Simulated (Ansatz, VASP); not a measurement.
# Two plane-wave programs on GaSb3

The input INCAR:

```
SYSTEM = GaSb3
PREC = Accurate
ENCUT = 520
EDIFF = 1E-7
ISMEAR = 0
SIGMA = 0.1
LREAL = .FALSE.
LASPH = .TRUE.
NELM = 80
ALGO = Normal
ISIF = 2
LWAVE = .FALSE.
LCHARG = .FALSE.
GGA = PE
NBANDS = 22
```

The input KPOINTS:

```
regular mesh
0
G
  4 4 4
  0 0 0
```

The input POSCAR:

```
GaSb3
1.0
    4.6828069758      0.0000000000      0.0000000000
    0.0000000000      4.6828069758      0.0000000000
    0.0000000000      0.0000000000      4.6346742560
Ga Sb
1 3
Direct
    0.0000000000      0.0000000000      0.0000000000
    0.0000000000      0.5000000000      0.5000000000
    0.5000000000      0.0000000000      0.5000000000
    0.5000000000      0.5000000000      0.0000000000
```

Input for Ansatz:

```yaml
crystal:
  lattice:
    - [4.6828069758, 0.0, 0.0]
    - [0.0, 4.6828069758, 0.0]
    - [0.0, 0.0, 4.634674256]
  atoms:
    - { symbol: Ga, position: [0.0, 0.0, 0.0] }
    - { symbol: Sb, position: [0.0, 0.5, 0.5] }
    - { symbol: Sb, position: [0.5, 0.0, 0.5] }
    - { symbol: Sb, position: [0.5, 0.5, 0.0] }
basis:
  ecutwfc: 420
kpoints:
  mp_grid: { grid: [4, 4, 4] }
hamiltonian:
  xc: pbe
scf:
  occupations: { method: gaussian, width: 0.1 }
  lower_state_search: "off"
output:
  forces: true
  stress: true
  eigenvalues: true
```

Alike in both runs: task single point; functional PBE; k mesh 4 × 4 × 4; occupations gaussian, width 0.1 eV; no spin polarisation.

```csv
,VASP,Ansatz
version,VASP 6.6.1,Ansatz 0.2.0
potentials or method,"VASP PAW PBE potentials, release 64 (Ga_d, Sb)","scalar-relativistic, plane waves, PAW"
plane-wave cutoff (eV),520,420
valence electrons in the cell,28,58
```

```csv
,VASP,Ansatz,Ansatz less VASP
gap on the k mesh at the Fermi level (eV),none,none,-
pressure (GPa),2.1,2.1,+0.07
largest component of the traceless stress (GPa),0.49,0.49,+0.002
```

A gap of «none» marks a metal or a gap that the smearing closes. The two sets of potentials don't hold the same shells in valence.

The runs have no spin-orbit coupling, so splittings on Sb are missing.
